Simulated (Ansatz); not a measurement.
Crystal: MoS2, a slab with vacuum.

```
Mo S
1.0
     3.18402    0.00000    0.00000
    -1.59201    2.75744    0.00000
     0.00000    0.00000   28.38732
Mo S
3 6
Direct
  0.33333 0.66667 0.22816
  0.33333 0.66667 0.77184
  0.66667 0.33333 0.00000
  0.66667 0.33333 0.17349
  0.66667 0.33333 0.71719
  0.33333 0.66667 0.94533
  0.66667 0.33333 0.28281
  0.66667 0.33333 0.82651
  0.33333 0.66667 0.05467
```

Base run:

```yaml
Program: Ansatz 0.2.0
Functional: LDA
Potentials_or_basis: Ansatz PAW
Cutoff: 420 eV
Density_cutoff: 1680 eV
k_mesh: 10 × 10 × 1
Occupations: fermi-dirac, width 0.05 eV
Spin: no spin polarisation
```

Its results: band gap on the k mesh 1.28 eV, indirect (least direct gap 1.88 eV); largest force 0.396 eV/Å.

Q: After a change of settings the same cell gave: band gap on the k mesh 1.38 eV, indirect (least direct gap 1.99 eV); largest force 0.017 eV/Å. Which change was it?
A. functional from LDA to HSE06; k mesh from 10 × 10 × 1 to 6 × 6 × 2
B. k mesh from 10 × 10 × 1 to 12 × 12 × 2; occupations from fermi-dirac, width 0.05 eV to fixed; potential files from those of the base run to others of the same set
C. functional from LDA to r2SCAN; cutoff from 420 eV to 500 eV; density cutoff from 1680 eV to 2000 eV

A: C.

r2SCAN gives the wider gap, since meta-GGAs in the generalised Kohn-Sham scheme recover part of the derivative discontinuity.

Caveats: the k mesh misses the band edges, so the gap on the mesh is wider than the one along the path; the PAW data sets come from PBE, with cores solved anew for the run's functional, which leaves a small shift of forces and pressure.

Not every run made on this cell is shown here.
